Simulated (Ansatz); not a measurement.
Theory: Ansatz 0.2.0, DFT r2SCAN, scalar-relativistic, plane waves, PAW.

Structure of PbS:

```xyz
4
Lattice="2.0824 -6.0026 0.0000 2.0824 6.0026 0.0000 0.0000 0.0000 4.2720" Properties=species:S:1:pos:R:3 pbc="T T T"
Pb    2.0824   -4.4365    3.2040
Pb    2.0824    4.4365    1.0680
S     2.0824   -1.7552    3.2040
S     2.0824    1.7552    1.0680
```

Plane waves to 500 eV, a k mesh through Γ of 8×8×6 on the computed 4-atom cell and Gaussian smearing (0.02 eV); no spin polarisation.

Levels along Γ–Y–C0 | Σ0–Γ–Z–A0 | E0–T–Y | Γ–S–R–Z–T, in eV from a zero inside the gap, sorted by energy at each point. Points in fractions of the primitive reciprocal vectors: Γ (0.000 0.000 0.000), Y (-0.500 0.500 0.000), C0 (-0.280 0.720 0.000), Σ0 (0.280 0.280 0.000), Z (0.000 0.000 0.500), A0 (0.280 0.280 0.500), E0 (-0.280 0.720 0.500), T (-0.500 0.500 0.500), S (0.000 0.500 0.000), R (0.000 0.500 0.500).
| point | k (1/Å, with 2π) | band 17 | band 18 | band 19 | band 20 | band 21 | band 22 | band 23 |
| --- | --- | --- | --- | --- | --- | --- | --- | --- |
| Γ | 0.000 | -3.19 | -2.41 | -2.23 | -1.20 | 4.40 | 4.41 | 4.55 |
| - | 0.262 | -3.35 | -2.39 | -2.22 | -1.15 | 2.58 | 4.20 | 4.49 |
| Y | 0.523 | -2.74 | -2.60 | -2.08 | -1.15 | 0.73 | 4.13 | 4.52 |
| - | 0.855 | -2.60 | -2.29 | -1.51 | -1.35 | 0.89 | 2.88 | 3.03 |
| C0 | 1.187 | -2.13 | -1.99 | -1.34 | -0.91 | 1.32 | 1.53 | 1.73 |
| Σ0 | 1.187 | -2.13 | -1.99 | -1.34 | -0.91 | 1.32 | 1.53 | 1.73 |
| - | 1.609 | -2.46 | -1.86 | -1.34 | -1.19 | 1.61 | 3.20 | 3.40 |
| Γ | 2.032 | -3.19 | -2.41 | -2.23 | -1.20 | 4.40 | 4.41 | 4.55 |
| - | 2.400 | -2.73 | -2.06 | -1.49 | -1.46 | 3.02 | 3.07 | 3.19 |
| Z | 2.767 | -1.89 | -1.89 | -0.81 | -0.81 | 1.48 | 1.48 | 2.41 |
| - | 3.190 | -2.96 | -2.96 | -2.71 | -2.71 | 3.54 | 3.54 | 4.38 |
| A0 | 3.613 | -3.51 | -3.51 | -2.23 | -2.23 | 2.87 | 2.87 | 5.42 |
| E0 | 3.613 | -3.51 | -3.51 | -2.23 | -2.23 | 2.87 | 2.87 | 5.42 |
| - | 3.944 | -2.15 | -2.15 | -1.68 | -1.68 | 1.64 | 1.64 | 4.21 |
| T | 4.276 | -1.98 | -1.98 | -1.12 | -1.12 | 1.37 | 1.37 | 2.82 |
| - | 4.644 | -2.58 | -1.83 | -1.24 | -1.22 | 1.14 | 1.68 | 3.55 |
| Y | 5.011 | -2.74 | -2.60 | -2.08 | -1.15 | 0.73 | 4.13 | 4.52 |
| Γ | 5.011 | -3.19 | -2.41 | -2.23 | -1.20 | 4.40 | 4.41 | 4.55 |
| - | 5.411 | -2.62 | -1.95 | -1.53 | -1.20 | 2.03 | 3.31 | 3.43 |
| S | 5.810 | -2.10 | -1.93 | -1.04 | -1.03 | 1.46 | 1.51 | 1.86 |
| - | 6.178 | -2.94 | -2.73 | -2.33 | -1.94 | 2.34 | 3.11 | 3.36 |
| R | 6.545 | -3.86 | -3.86 | -2.21 | -2.21 | 3.08 | 3.08 | 4.96 |
| - | 6.945 | -2.94 | -2.94 | -2.36 | -2.36 | 3.28 | 3.28 | 3.95 |
| Z | 7.344 | -1.89 | -1.89 | -0.81 | -0.81 | 1.48 | 1.48 | 2.41 |
| - | 7.606 | -1.94 | -1.94 | -0.94 | -0.94 | 1.59 | 1.59 | 2.61 |
| T | 7.867 | -1.98 | -1.98 | -1.12 | -1.12 | 1.37 | 1.37 | 2.82 |

Spin-orbit coupling is left out, which matters for the bands of heavy elements.

This form isn't the usual stable structure of the compound.

Cost: 1 run of about 1.8 core-minutes, on Arm Neoverse V2 (shared hosts).